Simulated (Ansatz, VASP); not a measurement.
# NiO in VASP and in Ansatz

```
Ni O
1.0
     0.00000    2.08590    2.08590
     2.08590    0.00000    2.08590
     2.08590    2.08590    0.00000
Ni O
1 1
Cartesian
  0.0000 0.0000 0.0000
  2.0859 2.0859 2.0859
```

Alike in both runs: task relaxation of cell and atoms; functional BLYP; k mesh 11 × 11 × 11; occupations fermi-dirac, width 0.05 eV; collinear spin, ferromagnetic start.

```csv
,VASP,Ansatz
version,VASP 6.6.1,Ansatz 0.2.0
potentials or method,"VASP PAW PBE potentials, release 64 (Ni, O)",Ansatz PAW
plane-wave cutoff (eV),600,420
valence electrons in the cell,16,24
```

```tsv
	VASP	Ansatz	Ansatz less VASP
net moment per atom (μB)	0.91	0.93	+0.019
size of the moment on the site where the two differ most (μB)	0.29	0.32	+0.026
relaxed volume (Å³/atom)	9.77	9.80	+0.030
relaxed cell length with the largest relative difference (Å)	3.024	3.027	+0.0031
energy change over the relaxation (meV/atom)	-26	-29	-3.1
```

Site moments also hang on the region over which each program counts them. The two sets of potentials don't hold the same shells in valence.

Caveats: a cell with one magnetic atom can't hold antiferromagnetic order, which such compounds often take; the PAW data sets were made with another functional, which shifts forces and pressure a little (VASP); semilocal functionals often make such compounds metallic where correlation or magnetic order opens a gap, which also shifts bond lengths (VASP); the plane-wave basis is chosen anew once the cell has moved, so the energies of steps on either side of that aren't comparable (Ansatz); the pressure holds a Pulay correction of +0.8 GPa for the finite cutoff (Ansatz); the PAW data sets come from PBE, with cores solved anew for the run's functional, which leaves a small shift of forces and pressure (Ansatz). BLYP gives volumes clearly too large for solids. With open d or f shells a metallic result of BLYP can be an artefact of self-interaction; +U or a hybrid may open a gap.
